Question

The table lists band gaps of layered MoTe₂, computed with several density functionals for one fixed crystal structure. The measured gap is 0.88 eV. Predict the gaps for revPBE, r2SCAN, TB-mBJ and LMBJ, each with a range. Then judge how far each rung of theory falls from the measurement.

Kohn–Sham DFT band gaps of MoTe₂ (P6₃/mmc, 6-atom cell, fixed geometry) from VASP and Ansatz, without spin polarization or spin–orbit coupling. All runs use a 9×9×2 k mesh and Fermi–Dirac smearing of 0.05 eV; gaps are read along a k-space path. Basis gives the plane-wave cutoff, U acts on Mo d states, and the measured gap is 0.88 eV at 300 K.

```
method      rung  program                                    potentials   basis  Hubbard U, eV  gap (eV)  computed less measured (eV)
   LDA       LDA     VASP          VASP PAW LDA potentials, recommended  520 eV           none     0.673                       -0.207
 SVWN5       LDA   Ansatz                                    Ansatz PAW  420 eV           none     0.685                       -0.195
  AM05       GGA     VASP          VASP PAW PBE potentials, recommended  520 eV           none     0.703                       -0.177
  BLYP       GGA     VASP          VASP PAW PBE potentials, recommended  520 eV           none     0.746                       -0.134
   PBE       GGA     VASP  VASP PAW PBE potentials, minimal, release 54  500 eV           none     0.717                       -0.163
 PBE+U       GGA   Ansatz                                    Ansatz PAW  420 eV          Mo6.2     0.616                       -0.264
PBEsol       GGA   Ansatz                                    Ansatz PAW  420 eV           none     0.689                       -0.191
  RPBE       GGA     VASP          VASP PAW PBE potentials, recommended  520 eV           none     0.734                       -0.146
revPBE       GGA     VASP          VASP PAW PBE potentials, recommended  520 eV           none         ?                            ?
  LMBJ  meta-GGA     VASP          VASP PAW PBE potentials, recommended  520 eV           none         ?                            ?
TB-mBJ  meta-GGA     VASP          VASP PAW PBE potentials, recommended  520 eV           none         ?                            ?
r2SCAN  meta-GGA     VASP          VASP PAW PBE potentials, recommended  520 eV           none         ?                            ?
```

Model answer

The gap of MoTe₂ is indirect: the highest filled level and the lowest empty level lie at different points of k space. A functional changes this gap only if it moves the two levels by different amounts. How closely two levels move together depends on which levels they are. On the k mesh of the seven known runs without a Hubbard U, the smallest direct gap varies by only 0.01 eV and the indirect gap by about 0.06 eV. The gap at Γ, the centre of k space, varies by about 0.09 eV, so sharing a k point does not by itself tie two levels together.

The chemistry of the bands suggests why such relative shifts are modest. Both edges consist largely of Mo d states mixed with Te p, so much of any change in the potential lifts or lowers them together. In an ionic oxide such as MgO, the filled edge sits on the anion and the empty edge has much cation character. There a potential that treats the two regions differently opens the gap far more.

For revPBE the known rows offer close relatives. PBE, revPBE and RPBE share their correlation part and differ only in how strongly exchange grows with the reduced density gradient s, a dimensionless measure of how fast the density varies. With x = 0.2195 s², the gain in exchange over LDA is

PBE: x / (1 + x/0.804)
revPBE: x / (1 + x/1.245)
RPBE: 0.804 [1 − exp(−x/0.804)]

At s = 1, a typical value, these give 0.1724, 0.1866 and 0.1921. The position of revPBE between the other two, and from it the gap, is then

(0.1866 − 0.1724) / (0.1921 − 0.1724) = 0.72
0.717 + 0.72 × (0.734 − 0.717) = 0.729 eV

The PBE and RPBE gaps serve as anchors, and no constant is adjusted. The PBE run used a smaller Mo potential, with fewer electrons treated explicitly, and a lower cutoff, so the range must cover that difference too. The forecast is 0.729 ± 0.015 eV, between PBE and RPBE.

The meta-GGAs need a different argument, because they also use the kinetic-energy density of the orbitals. In r2SCAN this usually opens gaps somewhat. The two modified Becke–Johnson potentials, TB-mBJ and LMBJ, raise the potential where the density is low and usually open gaps more. Since the two band edges are alike, I add only modest amounts to the PBE gap: 0.07 eV for r2SCAN and 0.18 eV for the other two. These amounts are rough experience and do not follow from the table.

The forecasts are therefore 0.79 ± 0.07 eV for r2SCAN, above the GGAs and below the measurement, and 0.90 ± 0.13 eV for both TB-mBJ and LMBJ, near the measurement. I see no reason to rank the last two.

The withheld rows as computed:

```
method      rung  program                            potentials   basis  Hubbard U, eV  gap (eV)  computed less measured (eV)
revPBE       GGA     VASP  VASP PAW PBE potentials, recommended  520 eV           none     0.724                       -0.156
  LMBJ  meta-GGA     VASP  VASP PAW PBE potentials, recommended  520 eV           none     0.666                       -0.214
TB-mBJ  meta-GGA     VASP  VASP PAW PBE potentials, recommended  520 eV           none     0.830                       -0.050
r2SCAN  meta-GGA     VASP  VASP PAW PBE potentials, recommended  520 eV           none     0.815                       -0.065
```

Remarks on the reasoning

Three forecasts hold within their ranges and one fails. The revPBE gap lies between its two relatives, 0.005 eV below the estimate. This is a mild test, since PBE and RPBE themselves differ by only 0.017 eV. The idea need not hold between more distant functionals: a line drawn from LDA to RPBE would put PBEsol 0.034 eV above SVWN5, but the computed difference is 0.004 eV. The printed output after this text lists the estimates and their misses.

r2SCAN comes out 0.03 eV above its forecast and TB-mBJ 0.07 eV below. The assumed openings made these two methods look more different than they are here, for their gaps differ by only 0.015 eV.

LMBJ is the clear failure. Its gap is 0.23 eV below the forecast and lower even than that of PBE. It is tempting to blame the potential: TB-mBJ sets the strength of its correction once for the whole cell, whereas LMBJ sets it from the density around each point. But the same runs also give gaps on their k mesh, and there LMBJ and TB-mBJ nearly agree, with 0.8756 and 0.8804 eV. The tabulated gaps are read along a path through k space, which passes closer to the band edges. In every other run this lowers the gap by less than 0.08 eV, but for LMBJ by 0.21 eV. The low value therefore looks like a fault of the path calculation and not a property of the potential. Its cause is not known. A coarser k mesh is ruled out, since all runs in the table used the same one. When one row breaks a pattern, comparing its mesh and path gaps is a quick first check.

The PBE+U row carries a separate warning. Its extra repulsion, U, acts on the Mo d states that contribute to both edges, and its gap is 0.10 eV below that of PBE. That is well beyond the 0.012 eV by which two programs differ for LDA. The run had spin switched off, so a magnetic state was not tested. A correction meant to improve a functional does not have to widen the gap.

Against the measurement, LDA falls short by about 0.2 eV and the GGAs without U by 0.13 to 0.19 eV. The smallest of these shortfalls, that of BLYP, is less secure: its run splits a pair of levels at Γ that the symmetry of the crystal should keep degenerate. Among the meta-GGAs, r2SCAN and TB-mBJ come within 0.07 eV, while the LMBJ shortfall of 0.21 eV should not be held against the method until its path calculation has been repeated. Even the close values should be read with care. All three meta-GGA runs split the same pair at Γ, by 0.04 to 0.09 eV, which is about as large as the shortfalls of r2SCAN and TB-mBJ. No run includes spin–orbit coupling, which matters for heavy tellurium, and the measurement was made at 300 K while the computed crystal is static.

Numerical output:

```
spread of the path gap over the seven known rows without U, eV: 0.073
spread of the indirect gap on the mesh, same rows, eV: 0.0567
spread of the smallest direct gap on the mesh, same rows, eV: 0.0097
LDA gap on the mesh less gap on the path, eV: 0.0742
SVWN5 less LDA, two programs, eV: 0.012
PBE shortfall in percent of the measured gap: 18.52
PBE+U less PBE, two programs, eV: -0.101
PBEsol less SVWN5 expected from the line LDA to RPBE, eV: 0.034
PBEsol less SVWN5 computed, eV: 0.004
place of revPBE from PBE (0) to RPBE (1) at reduced gradient 0.5: 0.71
place of revPBE from PBE (0) to RPBE (1) at reduced gradient 1: 0.721
place of revPBE from PBE (0) to RPBE (1) at reduced gradient 2: 0.8311
forecast for revPBE, error bar 0.015 eV, in eV: 0.7293
forecast for r2SCAN, error bar 0.07 eV, in eV: 0.787
forecast for LMBJ and for TB-mBJ, error bar 0.13 eV, in eV: 0.897
computed gaps of the withheld rows in table order, eV: 0.724, 0.666, 0.83, 0.815
revPBE computed less forecast, eV: -0.005256
r2SCAN computed less forecast, eV: 0.028
LMBJ computed less forecast, eV: -0.231
TB-mBJ computed less forecast, eV: -0.067
TB-mBJ less LMBJ computed, eV: 0.164
withheld rows less PBE in table order, eV: 0.007, -0.051, 0.113, 0.098
```
